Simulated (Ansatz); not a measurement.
Mg: pressure and energy change per atom against volume scale

Results calculated with Ansatz 0.2.0, not measured. Plane-wave DFT, scalar-relativistic PAW made under PBE with cores redone for the functional, no dispersion; the given relaxed cell is scaled uniformly, energy at zero smearing counts from the unscaled cell, pressure at the given Fermi-Dirac smearing is positive in compression.

The cell before it is scaled or strained (space group Im-3m, No. 229):
```
cell vectors (Å)
  -1.7896     1.7896     1.7896
   1.7896    -1.7896     1.7896
   1.7896     1.7896    -1.7896
atoms (fractions of the cell vectors)
Mg  0.00000  0.00000  0.00000
```

Settings of every row: spin polarised no; functional PBE; wave cutoff 420 eV; smearing width 0.1 eV; k mesh 14x14x14.

Atom starting moment: 0 on all atoms.

Limits: the cell comes from a prototype or a list of computed structures and needn't be the stable phase.

| row | volume scale | V (Å³/atom) | pressure (GPa) | energy change per atom (meV) |
| --- | --- | --- | --- | --- |
| 1 | 0.88 | 20.175 | 5.86 | 44.98 |
| 2 | 0.92 | 21.092 | 3.51 | 18.51 |
| 3 | 0.96 | 22.009 | 1.59 | 4.27 |
| 4 | 1.04 | 23.843 | ? | ? |
| 5 | 1.08 | 24.76 | -2.3 | 14.43 |
| 6 | 1.12 | 25.677 | -3.15 | 30.37 |

Question: what pressure and energy change per atom should row 4 give?

Worked fit of pressure. Take u = (V_r/V)^(2/3) − 1 with V_r = 22.009 Å³ an atom, which is twice the finite (Eulerian) strain; such expansions in the strain, on which the Birch-Murnaghan equation of state is built, carry the rest volume and the bulk modulus. The shown rows have u = 0.05972, 0.02878, 0, -0.07552, -0.09766. Least squares give pressure = 1.592 + 62.69 × u + 145.7 × u² GPa; a straight line predicts inner rows, each left out in turn, worse (root mean square 0.38 against 0.014 GPa). The rows lie off it by 0.00, -0.01, 0.00, 0.01, -0.01. The pressure vanishes at u = -0.0271, or V = 22.94 Å³ an atom, and there the bulk modulus at fixed shape and fractions is B = −V dP/dV = (2/3)(1 + u) dP/du = 35.5 GPa. The withheld row has u = -0.05196, so the fit gives 1.592 + 62.69 × (-0.05196) + 145.7 × (-0.05196)² = -1.27 GPa.

The calculation gave -1.26 GPa. The fit lies 0.01 GPa (0.11 % of the column's range) below it, one unit of the last digit.

Worked fit of energy change per atom. Take u = (V_r/V)^(2/3) − 1 with V_r = 22.009 Å³ an atom, which is twice the finite (Eulerian) strain; such expansions in the strain, on which the Birch-Murnaghan equation of state is built, carry the rest volume and the bulk modulus. The shown rows have u = 0.05972, 0.02878, 0, -0.07552, -0.09766. Least squares give energy change per atom = 4.281 + 321.32 × u + 6028.2 × u² meV; a straight line predicts inner rows, each left out in turn, worse (root mean square 16 against 0.039 meV). The rows lie off it by 0.01, -0.01, -0.01, 0.03, -0.02. Its lowest point lies at u = -0.0267, or V = 22.92 Å³ an atom, and the curvature there gives the bulk modulus at fixed shape and fractions, B = (4/9)(1 + u)² E″(u)/V = 35.5 GPa. The withheld row has u = -0.05196, so the fit gives 4.281 + 321.32 × (-0.05196) + 6028.2 × (-0.05196)² = 3.86 meV.

The calculation gave 3.89 meV. The fit lies 0.03 meV (0.073 % of the column's range) below it; its largest miss of a shown row is 0.03 meV.
